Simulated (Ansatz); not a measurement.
Li: eigenvalues along the path

```yaml
crystal:
  lattice:
    - [0.00000, 2.20200, 2.20200]
    - [2.20200, 0.00000, 2.20200]
    - [2.20200, 2.20200, 0.00000]
  atoms:
    - { symbol: Li, position: [0.00000, 0.00000, 0.00000] }
```

The cell is COD entry 9008473, as deposited and not checked against the literature; nothing was relaxed.

Level of theory: Ansatz 0.2.0, DFT, PBE, all-electron LAPW, scalar-relativistic.

Sampling and basis: a Γ-centred 13×13×13 k mesh, Fermi–Dirac smearing of 0.08 eV, basis error target 0.25 meV/atom, no spin polarisation.

Path points, in fractions of the reciprocal vectors: Γ (0.000, 0.000, 0.000), X (0.500, 0.000, 0.500), U (0.625, 0.250, 0.625), K (0.375, 0.375, 0.750), L (0.500, 0.500, 0.500), W (0.500, 0.250, 0.750). Levels in eV from the Fermi level; bands 2 to 4, counted from the lowest band of the run. The gap is zero.

```
# k(1/Å) point b2 b3 b4
0.000 Γ -3.52 13.81 13.81
0.102 - -3.49 13.58 13.58
0.204 - -3.40 13.04 13.04
0.306 - -3.25 12.38 12.38
0.408 - -3.04 11.71 11.71
0.510 - -2.77 11.06 11.06
0.611 - -2.44 10.47 10.47
0.713 - -2.04 9.93 9.93
0.815 - -1.59 9.46 9.46
0.917 - -1.08 8.91 9.05
1.019 - -0.51 7.68 8.72
1.121 - 0.10 6.55 8.46
1.223 - 0.71 5.57 8.28
1.325 - 1.24 4.81 8.16
1.427 X 1.48 4.50 8.13
1.463 - 1.48 4.49 8.06
1.499 - 1.50 4.49 7.89
1.535 - 1.52 4.48 7.65
1.571 - 1.55 4.46 7.38
1.607 - 1.60 4.43 7.11
1.643 - 1.65 4.38 6.85
1.679 - 1.71 4.31 6.62
1.715 - 1.79 4.21 6.42
1.751 - 1.87 4.08 6.27
1.787 - 1.96 3.90 6.16
1.823 - 2.06 3.70 6.09
1.859 - 2.18 3.47 6.07
1.895 - 2.30 3.22 6.08
1.931 U 2.43 2.95 6.11
1.994 - 2.45 2.88 6.12
2.056 - 2.39 2.91 6.10
2.118 - 2.30 3.00 6.07
2.181 - 2.22 3.10 6.04
2.243 - 2.15 3.18 6.00
2.306 - 2.12 3.24 5.98
2.368 - 2.10 3.26 5.97
2.430 - 2.12 3.24 5.98
2.493 - 2.15 3.18 6.00
2.555 - 2.22 3.10 6.04
2.618 - 2.30 3.00 6.07
2.680 - 2.39 2.91 6.10
2.742 - 2.45 2.88 6.12
2.805 K 2.43 2.95 6.11
2.913 - 2.14 2.88 6.32
3.021 - 1.33 3.41 6.64
3.129 - 0.57 4.04 7.04
3.237 - -0.14 4.74 7.50
3.345 - -0.78 5.53 8.02
3.453 - -1.36 6.40 8.60
3.561 - -1.87 7.36 9.22
3.669 - -2.31 8.38 9.90
3.778 - -2.68 9.47 10.61
3.886 - -2.98 10.60 11.37
3.994 - -3.22 11.73 12.15
4.102 - -3.39 12.78 12.91
4.210 - -3.49 13.54 13.54
4.318 Γ -3.52 13.81 13.81
4.406 - -3.50 13.56 13.76
4.495 - -3.43 12.87 13.62
4.583 - -3.32 11.91 13.42
4.671 - -3.16 10.86 13.20
4.759 - -2.96 9.77 12.99
4.848 - -2.71 8.70 12.79
4.936 - -2.42 7.67 12.62
5.024 - -2.09 6.68 12.48
5.112 - -1.72 5.74 12.37
5.201 - -1.32 4.87 12.28
5.289 - -0.90 4.09 12.22
5.377 - -0.49 3.41 12.19
5.465 - -0.15 2.92 12.16
5.554 L -0.01 2.73 12.16
5.626 - 0.01 2.73 12.05
5.698 - 0.07 2.75 11.78
5.770 - 0.16 2.78 11.32
5.842 - 0.30 2.83 10.69
5.914 - 0.47 2.88 9.96
5.986 - 0.69 2.94 9.21
6.058 - 0.94 3.01 8.45
6.130 - 1.22 3.08 7.71
6.202 - 1.55 3.16 6.99
6.274 - 1.91 3.23 6.30
6.346 - 2.30 3.29 5.65
6.418 - 2.72 3.33 5.05
6.490 - 3.13 3.36 4.52
6.562 W 3.37 3.37 4.25
6.613 - 3.11 3.65 4.25
6.664 - 2.87 3.95 4.26
6.715 - 2.65 4.27 4.27
6.766 - 2.45 4.29 4.60
6.817 - 2.26 4.32 4.95
6.868 - 2.10 4.34 5.32
6.919 - 1.95 4.37 5.70
6.970 - 1.83 4.40 6.10
7.021 - 1.72 4.42 6.51
7.072 - 1.63 4.45 6.92
7.123 - 1.56 4.47 7.33
7.174 - 1.52 4.48 7.71
7.225 - 1.49 4.49 8.01
7.276 X 1.48 4.50 8.13
```
